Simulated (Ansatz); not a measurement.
## CuCl: the change of pressure with volume scale

Results calculated with Ansatz 0.2.0, not measured. Periodic Kohn-Sham DFT of a crystal at fixed atoms, scaled to volume_scale times the given cell; pressure positive in compression, energy less spherical unpolarised free atoms, largest_vzz the field gradient of largest size among the nuclei.

The cell before it is scaled or strained (space group F-43m, No. 216):
```
CELL_PARAMETERS angstrom
0.00000 2.71010 2.71010
2.71010 0.00000 2.71010
2.71010 2.71010 0.00000
ATOMIC_POSITIONS crystal
Cu 0.00000 0.00000 0.00000
Cl 0.75000 0.75000 0.75000
```

Settings of every row: method all-electron PAW; functional PBE; relativity scalar; k mesh 11x11x11; filling fermi-dirac; smearing width 0.03 eV; nucleus gaussian.

Atom start moment: 0 on all atoms.

| row | volume scale | V (Å³/atom) | pressure (GPa) |
| --- | --- | --- | --- |
| 1 | 0.94 | 18.71 | 3.71 |
| 2 | 0.9405 | 18.72 | 3.675 |
| 3 | 0.96 | 19.109 | 2.372 |
| 4 | 0.98 | 19.507 | 1.187 |
| 5 | 0.99 | 19.706 | 0.647 |
| 6 | 1 | 19.905 | 0.138 |
| 7 | 1.01 | 20.104 | -0.34 |
| 8 | 1.02 | 20.303 | -0.79 |
| 9 | 1.04 | 20.701 | -1.612 |
| 10 | 1.06 | 21.099 | ? |

Question: what pressure should row 10 give?

Worked fit of pressure. Take u = (V_r/V)^(2/3) − 1 with V_r = 19.706 Å³ an atom, which is twice the finite (Eulerian) strain; such expansions in the strain, on which the Birch-Murnaghan equation of state is built, carry the rest volume and the bulk modulus. The shown rows have u = 0.03518, 0.03481, 0.02072, 0.00679, 0, -0.00668, -0.01324, -0.0197, -0.03231. Least squares give pressure = 0.647 + 77.872 × u + 253.69 × u² + 227 × u³ GPa; a parabola predicts inner rows, each left out in turn, worse (root mean square 0.0023 against 0.00061 GPa). The rows lie off it by 0.000, 0.000, 0.001, -0.001, 0.000, 0.000, 0.000, 0.000, 0.000. The pressure vanishes at u = -0.0085, or V = 19.96 Å³ an atom, and there the bulk modulus at fixed shape and fractions is B = −V dP/dV = (2/3)(1 + u) dP/du = 48.6 GPa. The withheld row has u = -0.04451, so the fit gives 0.647 + 77.872 × (-0.04451) + 253.69 × (-0.04451)² + 227 × (-0.04451)³ = -2.337 GPa.

The calculation gave -2.338 GPa. The fit lies 0.001 GPa (0.017 % of the column's range) above it, one unit of the last digit. This row lies beyond the range of the fit.
